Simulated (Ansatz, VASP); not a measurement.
## One calculation of BiTe, two programs

The input INCAR:

```
ALGO = Normal
EDIFF = 1E-6
ENCUT = 520
GGA = PE
ISIF = 2
ISMEAR = 0
LASPH = T
LCHARG = F
LREAL = F
LWAVE = F
NBANDS = 18
NELM = 60
PREC = Accurate
SIGMA = 0.05
```

File KPOINTS:

```
k-points
0
Gamma
  10 10 10
```

File POSCAR:

```
BiTe
1.0
    3.9133058495      0.0000000000      0.0000000000
    0.0000000000      3.9133058495      0.0000000000
    0.0000000000      0.0000000000      3.9133058495
Bi Te
1 1
Direct
    0.0000000000      0.0000000000      0.0000000000
    0.5000000000      0.5000000000      0.5000000000
```

Input for Ansatz:

```yaml
crystal:
  lattice:
    - [3.9133058495, 0.0, 0.0]
    - [0.0, 3.9133058495, 0.0]
    - [0.0, 0.0, 3.9133058495]
  atoms:
    - { symbol: Bi, position: [0.0, 0.0, 0.0] }
    - { symbol: Te, position: [0.5, 0.5, 0.5] }
basis:
  ecutwfc: 420
  ecutrho_ratio: 4
kpoints:
  mp_grid: { grid: [10, 10, 10] }
hamiltonian:
  xc: pbe
scf:
  occupations: { method: gaussian, width: 0.05 }
  initial_density: { chi_scale: 0.1 }
output:
  forces: true
  stress: true
```

The cell comes from a database or a generator and needn't be the stable form of this composition.

Alike in both runs: task single point; functional PBE; k mesh 10 × 10 × 10; occupations gaussian, width 0.05 eV; no spin polarisation.

|  | VASP | Ansatz |
| --- | --- | --- |
| version | VASP 6.6.1 | Ansatz 0.2.0 |
| potentials or method | VASP PAW PBE potentials, release 64 (Bi_d, Te) | scalar-relativistic, plane waves, PAW |
| plane-wave cutoff (eV) | 520 | 420 |
| valence electrons in the cell | 21 | 31 |

```csv
,VASP,Ansatz,Ansatz less VASP
pressure (GPa),0.2,0.0,-0.22
```

The functional is the same, so the differences come from potentials, cutoffs and numerics. The two sets of potentials don't hold the same shells in valence.
